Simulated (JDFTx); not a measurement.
# Rh under changes of volume

One of the cells (13.671 Å³/atom); the others are scaled copies at fixed shape and fractional positions:

```
Rh
1.0
     0.00000    1.89785    1.89785
     1.89785    0.00000    1.89785
     1.89785    1.89785    0.00000
Rh
1
Direct
  0.00000 0.00000 0.00000
```

* Program: JDFTx 1.7.0 (patched build)
* Functional: RPBE
* Potentials or basis: PseudoDojo-SR-PBE-0.5-standard
* Cutoff: 1197 eV
* Density cutoff: 4789 eV
* k mesh: 12 × 12 × 12
* Occupations: fermi-dirac, width 0.05 eV
* Spin: no spin polarisation

```csv
volume (Å³/atom),energy over the lowest point (meV/atom),pressure (GPa)
12.851,?,?
13.125,86.57,25.8
13.398,48.78,18.5
13.671,22.66,12.2
13.945,6.77,6.5
14.218,0.00,1.5
14.492,1.29,-2.9
```

Problem. What does the run at 12.851 Å³/atom give?

Solution. Energy over the lowest point 137.39 meV/atom; pressure 33.9 GPa.

Worked out: A Birch-Murnaghan fit of order 3 (a polynomial in V^(-2/3)) to the other rows has its minimum at 14.31 Å³/atom with B0 = V·E''(V) = 236 GPa and B' = 5.6. It gives 137.75 meV/atom at 12.851 Å³/atom, against the run's 137.39, and -dE/dV = 34.2 GPa, against 33.9.

Energies are extrapolated to zero smearing.

Caveats: the potentials were made for another functional, which shifts forces and pressure; the cores' own exchange energy is taken off the total, which shifts forces and pressure where cores overlap (some runs).
